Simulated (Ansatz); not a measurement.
The system is Te2Mo.

```
Te Mo
1.0
     3.51820    0.00000    0.00000
    -1.75910    3.04685    0.00000
     0.00000    0.00000   13.97360
Te Mo
4 2
Direct
  0.66667 0.33333 0.37900
  0.33333 0.66667 0.87900
  0.66667 0.33333 0.12100
  0.33333 0.66667 0.62100
  0.66667 0.33333 0.75000
  0.33333 0.66667 0.25000
```

Base run:

```yaml
Program: Ansatz 0.2.0
Functional: BLYP
Potentials_or_basis: Ansatz PAW
Cutoff: "420 eV (not typed: the program's choice for these potentials)"
k_mesh: 9 × 9 × 2
Occupations: fermi-dirac, width 0.05 eV
Spin: no spin polarisation
```

Its results: band gap on the k mesh 0.82 eV, indirect (least direct gap 1.04 eV); pressure 9.1 GPa; largest force 0.460 eV/Å.

The run is repeated on the same cell with these changes: functional from BLYP to PBE; k mesh from 9 × 9 × 2 to 15 × 15 × 4. What comes out?

Band gap on the k mesh 0.71 eV, indirect (least direct gap 1.04 eV); pressure 2.9 GPa; largest force 0.175 eV/Å.

Several settings changed at once, so the effect can't be laid on one alone.

Caveats: spin-orbit coupling is left out, which moves the levels of the heavy elements; this functional lacks dispersion, which binds the layers, so the pressure and a relaxed spacing across them are unreliable; the k mesh misses the band edges, so the gap on the mesh is wider than the one along the path (some runs); the PAW data sets come from PBE, with cores solved anew for the run's functional, which leaves a small shift of forces and pressure (some runs); odd divisions of the mesh miss points on the zone boundary, where band edges often lie, so the gap on the mesh can be too wide (some runs).
